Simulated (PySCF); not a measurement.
## Broadened absorption spectrum of [C3H5N2]+

Species: C3H5N2 (charge +1).
Bonds: C1–C2 (aromatic), C2–N3 (aromatic), N3–C4 (aromatic), C4–N5 (aromatic), C1–N5 (aromatic). Hydrogens: H6 on C1; H7 on C2; H8 on N3; H9 on C4; H10 on N5.

The calculation used TDDFT B3LYP/def2-SVPD, vertical, gas phase, core orbitals frozen in the response (PySCF). Geometry: PBE0-D3(BJ)/def2-SVP; no solvent, vibrations or thermal averaging.

Computed states:

```
state  E (eV)       f
   S1    6.32   0.146
   S2    7.33  0.0000
   S3    7.51   0.060
   S4    8.18  0.0000
   S5    8.87   0.036
   S6    8.96   0.374
   S7    8.97  0.0012
   S8    9.14  0.0040
   S9    9.29  0.0000
  S10    9.39   0.215
```

Broadening: Gaussians 0.25 eV wide at half height, area fixed by f = 4.319×10⁻⁹ ∫ε dν̃. The width is an assumption, not a result. The curve ends short of the highest state used, and states not computed would add to its high-energy end.

**Question.** What does the envelope look like, and where are its maxima?

**Answer.** 
```json
{"λ (nm)": "141.1", "ε (L mol⁻¹ cm⁻¹)": "14264"}
{"λ (nm)": "142.3", "ε (L mol⁻¹ cm⁻¹)": "4254"}
{"λ (nm)": "143.5", "ε (L mol⁻¹ cm⁻¹)": "862"}
{"λ (nm)": "144.8", "ε (L mol⁻¹ cm⁻¹)": "102"}
{"λ (nm)": "146.0", "ε (L mol⁻¹ cm⁻¹)": "10"}
{"λ (nm)": "147.2", "ε (L mol⁻¹ cm⁻¹)": "1"}
{"λ (nm)": "148.5", "ε (L mol⁻¹ cm⁻¹)": "0"}
{"λ (nm)": "149.7", "ε (L mol⁻¹ cm⁻¹)": "0"}
{"λ (nm)": "150.9", "ε (L mol⁻¹ cm⁻¹)": "0"}
{"λ (nm)": "152.1", "ε (L mol⁻¹ cm⁻¹)": "0"}
{"λ (nm)": "153.4", "ε (L mol⁻¹ cm⁻¹)": "0"}
{"λ (nm)": "154.6", "ε (L mol⁻¹ cm⁻¹)": "0"}
{"λ (nm)": "155.8", "ε (L mol⁻¹ cm⁻¹)": "1"}
{"λ (nm)": "157.1", "ε (L mol⁻¹ cm⁻¹)": "11"}
{"λ (nm)": "158.3", "ε (L mol⁻¹ cm⁻¹)": "70"}
{"λ (nm)": "159.5", "ε (L mol⁻¹ cm⁻¹)": "319"}
{"λ (nm)": "160.7", "ε (L mol⁻¹ cm⁻¹)": "1050"}
{"λ (nm)": "162.0", "ε (L mol⁻¹ cm⁻¹)": "2693"}
{"λ (nm)": "163.2", "ε (L mol⁻¹ cm⁻¹)": "4719"}
{"λ (nm)": "164.4", "ε (L mol⁻¹ cm⁻¹)": "6229"}
{"λ (nm)": "165.7", "ε (L mol⁻¹ cm⁻¹)": "6201"}
{"λ (nm)": "166.9", "ε (L mol⁻¹ cm⁻¹)": "4716"}
{"λ (nm)": "168.1", "ε (L mol⁻¹ cm⁻¹)": "2801"}
{"λ (nm)": "169.3", "ε (L mol⁻¹ cm⁻¹)": "1312"}
{"λ (nm)": "170.6", "ε (L mol⁻¹ cm⁻¹)": "447"}
{"λ (nm)": "171.8", "ε (L mol⁻¹ cm⁻¹)": "132"}
{"λ (nm)": "173.0", "ε (L mol⁻¹ cm⁻¹)": "32"}
{"λ (nm)": "174.3", "ε (L mol⁻¹ cm⁻¹)": "5"}
{"λ (nm)": "175.5", "ε (L mol⁻¹ cm⁻¹)": "1"}
{"λ (nm)": "176.7", "ε (L mol⁻¹ cm⁻¹)": "0"}
{"λ (nm)": "177.9", "ε (L mol⁻¹ cm⁻¹)": "0"}
{"λ (nm)": "179.2", "ε (L mol⁻¹ cm⁻¹)": "0"}
{"λ (nm)": "180.4", "ε (L mol⁻¹ cm⁻¹)": "0"}
{"λ (nm)": "181.6", "ε (L mol⁻¹ cm⁻¹)": "0"}
{"λ (nm)": "182.9", "ε (L mol⁻¹ cm⁻¹)": "1"}
{"λ (nm)": "184.1", "ε (L mol⁻¹ cm⁻¹)": "7"}
{"λ (nm)": "185.3", "ε (L mol⁻¹ cm⁻¹)": "32"}
{"λ (nm)": "186.5", "ε (L mol⁻¹ cm⁻¹)": "124"}
{"λ (nm)": "187.8", "ε (L mol⁻¹ cm⁻¹)": "435"}
{"λ (nm)": "189.0", "ε (L mol⁻¹ cm⁻¹)": "1159"}
{"λ (nm)": "190.2", "ε (L mol⁻¹ cm⁻¹)": "2617"}
{"λ (nm)": "191.4", "ε (L mol⁻¹ cm⁻¹)": "5041"}
{"λ (nm)": "192.7", "ε (L mol⁻¹ cm⁻¹)": "8624"}
{"λ (nm)": "193.9", "ε (L mol⁻¹ cm⁻¹)": "12138"}
{"λ (nm)": "195.1", "ε (L mol⁻¹ cm⁻¹)": "14818"}
{"λ (nm)": "196.4", "ε (L mol⁻¹ cm⁻¹)": "15758"}
{"λ (nm)": "197.6", "ε (L mol⁻¹ cm⁻¹)": "14536"}
{"λ (nm)": "198.8", "ε (L mol⁻¹ cm⁻¹)": "11809"}
{"λ (nm)": "200.0", "ε (L mol⁻¹ cm⁻¹)": "8487"}
{"λ (nm)": "201.3", "ε (L mol⁻¹ cm⁻¹)": "5195"}
{"λ (nm)": "202.5", "ε (L mol⁻¹ cm⁻¹)": "2933"}
{"λ (nm)": "203.7", "ε (L mol⁻¹ cm⁻¹)": "1485"}
{"λ (nm)": "205.0", "ε (L mol⁻¹ cm⁻¹)": "631"}
{"λ (nm)": "206.2", "ε (L mol⁻¹ cm⁻¹)": "257"}
{"λ (nm)": "207.4", "ε (L mol⁻¹ cm⁻¹)": "95"}
{"λ (nm)": "208.6", "ε (L mol⁻¹ cm⁻¹)": "32"}
```

Maxima: 196 nm (6.32 eV), ε about 16000, made up of S1 (100%); 165 nm (7.51 eV), ε about 6500, made up of S3 (100%) (ε in L mol⁻¹ cm⁻¹; maxima over ε = 5, shares over 10%). At its high-energy end, 8.79 eV, the curve is still rising (ε about 15000, from S5 and S6).

**Question.** What would ε be at 6.32 eV, the highest of these maxima, with half the width (0.125 eV)?

**Answer.** About 31500 L mol⁻¹ cm⁻¹ against 15800, a factor of about 2.00; a lone state at its own centre would give exactly 2.

**Question.** On this curve, what absorbance would a 10⁻⁴ mol/L sample give at 193 nm over a 1 cm path?

**Answer.** 193 nm is 6.424 eV, where ε is about 9500 L mol⁻¹ cm⁻¹, so A = ε c l ≈ 0.95 (Beer–Lambert, with the gas-phase spectrum and the assumed width).

**Question.** Coming from long wavelengths, where does ε first pass 100 L mol⁻¹ cm⁻¹?

**Answer.** At about 207 nm (5.98 eV), 0.34 eV below S1.

The vertical ionisation energy (ΔSCF) is 15.26 eV, 5.87 eV above S10.
